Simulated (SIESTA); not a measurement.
Sb:

```
Sb
1.0
     2.15420    1.24373    3.75800
    -2.15420    1.24373    3.75800
     0.00000   -2.48746    3.75800
Sb
2
Cartesian
  0.0000 0.0000 8.6416
  0.0000 0.0000 2.6324
```

```yaml
Program: SIESTA 5.4.2
Task: single point
Functional: PBE
Potentials_or_basis: PseudoDojo 0.4 standard (PBE files)
Basis: DZP (energy shift 0.003 Ry; two zetas on semicore shells)
Grid_cutoff: 500 Ry
Energy_shift: 0.003 Ry
k_mesh: 8 × 8 × 8
Occupations: fermi-dirac, width 0.05 eV
Spin: no spin polarisation
```

On this cell: pressure 3.6 GPa; largest force 0.380 eV/Å; band gap on the k mesh none (metal or under the smearing width).

The same run follows on a disturbed copy (atoms moved at random, drawn with an rms of 0.05 Å):

```
Sb
1.0
     2.15420    1.24373    3.75800
    -2.15420    1.24373    3.75800
     0.00000   -2.48746    3.75800
Sb
2
Direct
  0.76764 0.75507 0.76479
  0.25004 0.22744 0.22232
```

Task: What does the disturbed cell give?

Result: The energy (extrapolated to zero smearing) moves by -4.0 meV/atom; pressure 3.1 GPa; largest force 0.221 eV/Å; band gap on the k mesh none (metal or under the smearing width).

Forces in eV/Å, atoms in the order of the input:
```
Sb   0.061  0.108 -0.183
Sb  -0.060 -0.109  0.183
```

Stress tensor (GPa, compression positive):
```
 3.59  0.16 -0.26
 0.16  3.30 -0.47
-0.26 -0.47  2.45
```

Caveats: the basis of atomic orbitals isn't converged, which shifts pressures, moduli and gaps.
